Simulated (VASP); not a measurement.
# HfB2 (P6/mmm) in VASP: notebook

One crystal, HfB2, is run at these levels: PBEsol; tasks: single point.

Program: VASP 6.6.1. These are calculated values, not measurements. Logs are shortened: lines on timing, memory, paths and dates and some standing lists are left out, and cuts for length are marked.

## (1) Starting point

Symmetry: P6/mmm, No. 191, hexagonal system. Conventional cell: a = 3.140 Å, b = 3.140 Å, c = 3.480 Å, α = 90.00°, β = 90.00°, γ = 120.00°. Hf (site symmetry 6/mmm) is surrounded by 12 B at 2.51 Å. Around B (site symmetry -6m2) lie 3 B at 1.81 Å.

## (2) Single point, PBEsol

File INCAR:

```
SYSTEM = HfB2
  PREC = Accurate
  ENCUT = 220
  EDIFF = 1E-7
  ISMEAR = 1
  SIGMA = 0.15
  LREAL = .FALSE.
  LASPH = .TRUE.
  NELM = 100
  ALGO = Normal
  ISIF = 2
  LWAVE = .FALSE.
  LCHARG = .FALSE.
  GGA = PS
  NBANDS = 12
  ADDGRID = .FALSE.
```

File KPOINTS:

```
Automatic mesh
0
G
  7 7 6
  0 0 0
```

File POSCAR:

```
HfB2
1.0
    3.1400000000      0.0000000000      0.0000000000
   -1.5700000000      2.7193197679      0.0000000000
    0.0000000000      0.0000000000      3.4800000000
Hf B
1 2
Direct
   -0.0142630000      0.0046330000     -0.0059370000
    0.6696320000      0.3380360000      0.4871880000
    0.3055440000      0.6904850000      0.5067950000
```

Potentials or basis: VASP PAW PBE potentials, release 64 (Hf, B).

Started as:

```bash
> cat potpaw_PBE.64/Hf/POTCAR potpaw_PBE.64/B/POTCAR > POTCAR
> mpirun -np 1 vasp_std > vasp.out
```

OUTCAR:

```text
SYSTEM = HfB2
   PREC = Accurate
   ENCUT = 220
   EDIFF = 1E-7
   ISMEAR = 1
   LREAL = .FALSE.
   LASPH = .TRUE.
   NELM = 100
   ISIF = 2
   GGA = PS

 Found    148 irreducible k-points:

 Following reciprocal coordinates:
            Coordinates               Weight
  0.000000  0.000000  0.000000      1.000000
  0.142857  0.000000  0.000000      2.000000
  0.000000  0.142857  0.000000      2.000000
 -0.142857  0.142857  0.000000      2.000000
  0.285714  0.000000  0.000000      2.000000
  0.000000  0.285714  0.000000      2.000000
   k-points           NKPTS =    148   k-points in BZ     NKDIM =    148   number of bands    NBANDS=     12
   number of dos      NEDOS =    301   number of ions     NIONS =      3
   total plane-waves  NPLWV =   4608
   dimension x,y,z NGX =    16 NGY =   16 NGZ =   18
   dimension x,y,z NGXF=    32 NGYF=   32 NGZF=   36
   ions per type =               1   2
   NGX,Y,Z   is equivalent  to a cutoff of   8.47,  8.47,  8.60 a.u.
   NGXF,Y,Z  is equivalent  to a cutoff of  16.94, 16.94, 17.20 a.u.
 SYSTEM =  HfB2
   PREC   = accura    normal or accurate (medium, high low for compatibility)
   ISTART =      0    job   : 0-new  1-cont  2-samecut
   ICHARG =      2    charge: 1-file 2-atom 10-const
   ISPIN  =      1    spin polarized calculation?
   LNONCOLLINEAR =      F non collinear calculations
   LSORBIT =      F    spin-orbit coupling
   LASPH  =      T    aspherical Exc in radial PAW
   ENCUT  =  220.0 eV  16.17 Ry    4.02 a.u.   3.80  3.80  4.21*2*pi/ulx,y,z
   NELM   =    100;   NELMIN=  2; NELMDL= -5     # of ELM steps
   EDIFF  = 0.1E-06   stopping-criterion for ELM
   LREAL  =      F    real-space projection
   EDIFFG = 0.1E-05   stopping-criterion for IOM
   NSW    =      0    number of steps for IOM
   IBRION =     -1    ionic relax: 0-MD 1-quasi-New 2-CG
   NFREE  =      0    steps in history (QN), initial steepest desc. (CG)
   ISIF   =      2    stress and relaxation
   ISYM   =      2    0-nonsym 1-usesym 2-fastsym
   POTIM  = 0.5000    time-step for ionic-motion
   TEBEG  =    0.0;   TEEND  =   0.0 temperature during run
   PSTRESS=    0.0 pullay stress
   NELECT =      10.0000    total number of electrons
   NUPDOWN=      -1.0000    fix difference up-down
   EMIN   =  10.00;   EMAX   =-10.00  energy-range for DOS
   EFERMI =   0.00;   METHOD = LEGACY
   ISMEAR =     1;   SIGMA  =   0.15  broadening in eV -4-tet -1-fermi 0-gaus
   EFERMI_NEDOS =   21; number of points for ismear=-14 and -15
   IALGO  =     38    algorithm
   IMIX   =      4    mixing-type and parameters
     AMIX     =   0.40;   BMIX     =  1.00
     AMIX_MAG =   1.60;   BMIX_MAG =  1.00
  volume/ion in A,a.u.               =       9.90        66.84
  Fermi-wavevector in a.u.,A,eV,Ry     =   1.138724  2.151876 17.642568  1.296692
  Thomas-Fermi vector in A             =   2.275428
   LORBIT       =      0    0 simple, 1 ext, 2 COOP (PROOUT), +10 PAW based schemes
   GGA     = PS    functional components
   LHFCALC =     F    Hartree Fock is set to
   AEXX    =    0.0000 exact exchange contribution
   IVDW    =     0    specifies the selected vdW correction
   LEPSILON=     F    determine dielectric tensor
   LRPA    =     F    only Hartree local field effects (RPA)
 non-spin polarized calculation
 Methfessel and Paxton  Order N= 1 SIGMA  =   0.15
  energy-cutoff  :      220.00
  volume of cell :       29.71
 maximum number of plane-waves:       228
   NGX =  7   NGY =  7   NGZ =  9

 number of electron      10.0000000 magnetization

 Free energy of the ion-electron system (eV)
  ---------------------------------------------------
  ext. energy  EPLUGINS =         0.00000000
  ---------------------------------------------------
  free energy    TOTEN  =       -27.55577772 eV

  energy without entropy =      -27.55587801  energy(sigma->0) =      -27.55581115

 E-fermi :   7.6150     XC(G=0): -12.4546

 val. band max:        7.6101837129   @ k =   0.0000   0.1429   0.3333
 cond. band min:       7.6351881675   @ k =   0.1429   0.1429   0.1667
 fundamental gap:      0.0250044547
 Fermi energy:         7.6149775916

 k-point     1 :       0.0000    0.0000    0.0000
  band No.  band energies     occupation
      1      -5.9300      2.00000
      2       4.3973      2.00000
      3       4.7493      2.00000
      4       5.0864      2.00000
      5       5.5789      2.00000
      6      11.6050      0.00000
      7      11.7559      0.00000
      8      11.9683      0.00000
      9      12.1730      0.00000
     10      12.8515      0.00000
     11      13.1165      0.00000
     12      14.0370      0.00000

 k-point     2 :       0.1429    0.0000    0.0000
  band No.  band energies     occupation
      1      -5.5199      2.00000
      2       3.4882      2.00000
      3       4.7826      2.00000
      4       5.1314      2.00000
      5       5.4385      2.00000
      6      10.4606     -0.00000
      7      11.4306      0.00000
      8      11.5502      0.00000
      9      12.0912      0.00000
     10      13.5201      0.00000
     11      14.5086      0.00000
     12      15.0727      0.00000

 k-point     3 :       0.0000    0.1429    0.0000
  band No.  band energies     occupation
      1      -5.5173      2.00000
      2       3.5363      2.00000
      3       4.7612      2.00000
      4       5.1014      2.00000
      5       5.3974      2.00000
      6      10.4042     -0.00000
      7      11.4632      0.00000
      8      11.6552      0.00000
      9      12.1486      0.00000
     10      13.4227      0.00000
     11      14.5083      0.00000
     12      15.0374      0.00000

 k-point     4 :      -0.1429    0.1429    0.0000
  band No.  band energies     occupation
      1      -5.5047      2.00000
      2       4.2348      2.00000
      3       4.4277      2.00000
      4       4.6558      2.00000
      5       5.1735      2.00000
      6      10.3100     -0.00000
      7      11.6620      0.00000
      8      11.7688      0.00000
      9      12.4082      0.00000
     10      13.6400      0.00000
     11      14.4907      0.00000
     12      14.8312      0.00000

 k-point     5 :       0.2857    0.0000    0.0000
  band No.  band energies     occupation
      1      -4.3850      2.00000
      2       1.5400      2.00000
      3       4.2736      2.00000
      4       5.0135      2.00000
      5       5.5698      2.00000
      6      10.1327     -0.00000
      7      10.7473      0.00000
      8      11.1204      0.00000
      9      11.9197      0.00000
     10      13.6986      0.00000
     11      16.3535      0.00000
     12      17.4179      0.00000

 k-point     6 :       0.0000    0.2857    0.0000
  band No.  band energies     occupation
      1      -4.3725      2.00000
      2       1.5711      2.00000
      3       4.2137      2.00000
      4       4.9702      2.00000
      5       5.5267      2.00000
      6      10.1036     -0.00000
      7      10.8562      0.00000
      8      11.1767      0.00000
      9      11.9751      0.00000
     10      13.6934      0.00000
     11      16.2749      0.00000
     12      17.4991      0.00000

 [... further k-points ...]

------------------------ aborting loop because EDIFF is reached ----------------------------------------

  FORCE on cell =-STRESS in cart. coord.  units (eV):
  Direction    XX          YY          ZZ          XY          YZ          ZX
  --------------------------------------------------------------------------------------
  -------------------------------------------------------------------------------------
  Total       -1.3611330     -1.6617075     -2.3386251     -0.1730231      0.0749103     -0.0866018
  in kB      -73.3908589    -89.5975224   -126.0962067     -9.3292258      4.0390868     -4.6694780
  external PRESSURE =     -96.3615293 kB  Pullay stress =       0.0000000 kB

 VOLUME and BASIS-vectors are now :
 -----------------------------------------------------------------------------
  energy-cutoff  :      220.00
  volume of cell :       29.71
      direct lattice vectors                 reciprocal lattice vectors
     3.140000000  0.000000000  0.000000000     0.318471338  0.183869512  0.000000000
    -1.570000000  2.719319768  0.000000000     0.000000000  0.367739025  0.000000000
     0.000000000  0.000000000  3.480000000     0.000000000  0.000000000  0.287356322

 POSITION                                       TOTAL-FORCE (eV/Angst)
 -----------------------------------------------------------------------------------
      3.08794      0.01260      3.45934        -0.146328      0.357328      0.159709
      1.57193      0.91923      1.69541        -1.462629      0.302307      0.257959
     -0.12465      1.87765      1.76365         1.608956     -0.659635     -0.417668
 -----------------------------------------------------------------------------------
    total drift:                                0.000019     -0.000005     -0.000070

  FREE ENERGIE OF THE ION-ELECTRON SYSTEM (eV)
  ---------------------------------------------------
  free  energy   TOTEN  =       -27.5557777153 eV

  energy  without entropy=      -27.5558780141  energy(sigma->0) =      -27.55581115
```

It took 7.1 s on 1 thread of Intel Xeon Platinum 8559C (Emerald Rapids), shared host; peak memory 0.12 GiB.

The run converged, but a check on its numbers failed (symmetry, net force, bounds or a known fault of this set-up), so they aren't taken as properties of the crystal.

Caveat: the cutoff lies under the usual one of these potentials, so the numbers hold a large basis-set error; the PAW data sets were made with another functional, which shifts forces and pressure a little.

(Part 1 of 2 ends here.)
